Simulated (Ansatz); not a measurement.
Runs of Ansatz 0.2.0 on Si. Symmetry: Fd-3m, No. 227, cubic system. Conventional cell: a = 5.444 Å, b = 5.444 Å, c = 5.444 Å, α = 90.00°, β = 90.00°, γ = 90.00°. Si (site symmetry -43m) is surrounded by 4 Si at 2.36 Å. 

| task | level | potentials or basis | spin | cell | k mesh | cutoff (eV) | smearing | driver | points for each segment of the path | md | temperature | timestep | other keys | mesh quality | gap on the mesh (eV) | pressure (GPa) | moment (μB) |
| --- | --- | --- | --- | --- | --- | --- | --- | --- | --- | --- | --- | --- | --- | --- | --- | --- | --- |
| atomic charges | PBEsol+D3(BJ) | Ansatz PAW polarizable | off | cell strained at random at fixed volume | 7 × 7 × 6 | 420 | methfessel-paxton 0.05 eV | chain | - | - | - | - | - | not flagged | 0.44 | -2.2 | - |
| projected density of states | BLYP+D3(BJ) | Ansatz PAW | non-collinear, ferrimagnetic start | volume scaled by 1.04 | 8 × 8 × 8 | 420 | fixed | - | - | - | - | - | - | not flagged | 0.89 | -4.0 | 0.00 |
| band structure | PBEsol | PseudoDojo PBEsol | off | as given | 8 × 8 × 8 | 490 | fixed | chain | 14 | - | - | - | crystal.symmetry = detect False; scf.n_extra_bands = 1 | not flagged | 0.52 | -0.6 | - |
| band structure | r2SCANh+D4 | PseudoDojo standard | off | as given | 5 × 5 × 5 | 490 | gaussian 0.02 eV | chain | 4 | - | - | - | - | not flagged | 1.16 | (a) | - |
| relaxation of cell and atoms | LDA | SPMS NC | off | relaxed | 7 × 7 × 7 | 408 | fixed | calculator | - | - | - | - | scf.convergence.dr2_threshold = 1e-06 | not flagged | 0.44 | 0.1 | - |
| projected density of states | BLYP+D3(BJ) | Ansatz PAW | non-collinear, ferrimagnetic start | volume scaled by 1.04 | 8 × 8 × 8 | 420 | fixed | chain | - | - | - | - | - | not flagged | 0.89 | -4.0 | 0.00 |

Problem. Fill in the values left out.

Solution. (a) -0.3.

Caveats: odd divisions of the mesh miss points on the zone boundary, where band edges often lie, so the gap on the mesh can be too wide (some runs); the starting moments weren't kept (some runs); the potentials were made for another functional, which shifts forces and pressure (some runs); the thresholds are loose for stress (some runs); the PAW data sets come from PBE, with cores solved anew for the run's functional, which leaves a small shift of forces and pressure (some runs); the meta-GGA runs on potentials made for a GGA (some runs).

A k mesh can miss the band edges.
